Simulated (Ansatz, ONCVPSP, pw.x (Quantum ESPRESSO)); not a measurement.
silicon: one change to the ONCV potential, in the atom and in the bcc crystal

* Element: silicon
* Generator: ONCVPSP 4.0.1.1 (patched build)
* Type: optimised norm-conserving Vanderbilt (ONCV)
* Functional: LDA (Perdew-Wang 92)
* Relativity: scalar-relativistic
* Frozen core: [Ne]
* Valence charge: 4
* Reference configuration: 3s2 3p2
* Partial waves: 3s: rc 1.65 bohr, ncon 4, nbas 8, qcut 4 1/bohr, 2 projectors, debl 0.5 Ha; 3p: rc 1.70 bohr, ncon 4, nbas 9, qcut 4.7 1/bohr, 1 projector
* Local potential: polynomial inside 1.15 bohr (lpopt 5, dvloc0 6 Ha)
* Core correction: Teter function, fcfact 2.75, rcfact 1.2

Change: local potential polynomial inside 1.50 bohr (lpopt 5, dvloc0 0 Ha).

Cutoffs, loose and tight: the cutoffs (Ha) at which the residual kinetic energy of the hardest occupied pseudo-wave falls to 1 and 0.1 mHa per electron. They do not see the model core or the augmentation charge, which bear on the density cutoff. Test errors are all-electron minus pseudo excitation energies from the reference, over the configurations 3s2 3p1; 3s2 3p0; 3s1 3p0; 3s1 3p3; variants that change the core or the reference have their own tests.

Crystal test: bcc Si in pw.x 7.5, no spin, 15³ k-points, Fermi–Dirac smearing 0.01 Ry, cutoffs set for each file from its atomic test. The reference is all-electron LAPW (Ansatz 0.2.0) with the same functional, mesh and smearing; V0 and B0 come from Birch–Murnaghan fits to the pressures at five volumes. Errors are pseudo minus all-electron; Δ is the rms difference of the E(V) curves that follow from these fits, minima aligned, over ±6 % about the mean V0. Mesh and smearing are coarse, so the numbers serve the comparison and aren't converged zero-temperature values; the lattice is a test structure that the element need not adopt.

All-electron: a0 = 3.045 Å (V0 = 14.12 Å³/atom), B0 = 101.1 GPa.

Q: Does the change bring the crystal closer to the all-electron result?

A: The mean pressure error goes from +4.93 to +3.54 GPa, so the change moves the solid closer to the all-electron pressures.

```tsv
quantity	base	changed
outcome (atom)	generated	generated
cutoff, loose (atom)	7.8 Ha	7.8 Ha
cutoff, tight (atom)	26 Ha	26 Ha
bound ghosts (atom)	none	none
largest test error (meV) (atom)	+142	+142
cutoffs in pw.x (Ry)	60/240	60/240
a0 (Å)	3.091	3.079
a0 error (%)	+1.52	+1.11
B0 error (%)	-4.0	-3.1
Δ (meV/atom)	14.2	10.4
mean pressure error (GPa)	+4.93	+3.54
```

Base: This is a poor potential for the solid. Changed file: This is a poor potential for the solid.
